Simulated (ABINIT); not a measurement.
PbSe (Clausthalite):

```xyz
2
Lattice="0.0000 3.0606 3.0606 3.0606 0.0000 3.0606 3.0606 3.0606 0.0000" Properties=species:S:1:pos:R:3 pbc="T T T"
Pb    0.0000    0.0000    0.0000
Se    3.0606    3.0606    3.0606
```

```yaml
Program: ABINIT 10.8.3 (patched build)
Task: relaxation of cell and atoms
Functional: PBE
Potentials_or_basis: PseudoDojo NC SR PBE v0.4.1 standard
Cutoff: 1170 eV
k_mesh: 6 × 6 × 6
Occupations: fermi-dirac, width 0.05 eV
Spin: no spin polarisation
```

At the start: pressure 2.4 GPa; volume 28.67 Å³/atom.

Q: How do energy, volume and symmetry change on relaxing?

A: Over 4 steps the energy falls by 9.6 meV/atom and the volume is 30.02 Å³/atom (+4.7 %); space group Fm-3m (No. 225, to 0.05 Å).

The path:
| step | energy change (eV) | largest force (eV/Å) | pressure (GPa) | volume (Å³) |
| --- | --- | --- | --- | --- |
| 1 | 0.0000 | 0.0000 | 2.37 | 57.34 |
| 2 | -0.0057 | 0.0000 | 1.97 | 57.76 |
| 3 | -0.0192 | 0.0000 | 0.10 | 59.91 |
| 4 | -0.0192 | 0.0000 | 0.01 | 60.04 |

Final structure:
```yaml
crystal:
  lattice:
    - [0.00000, 3.10787, 3.10787]
    - [3.10787, 0.00000, 3.10787]
    - [3.10787, 3.10787, 0.00000]
  atoms:
    - { symbol: Pb, position: [0.00000, 0.00000, 0.00000] }
    - { symbol: Se, position: [0.50000, 0.50000, 0.50000] }
```

The cell as given is a measured one (28.67 Å³/atom); PBE puts the equilibrium volume +4.7 % from it, thermal expansion not counted.
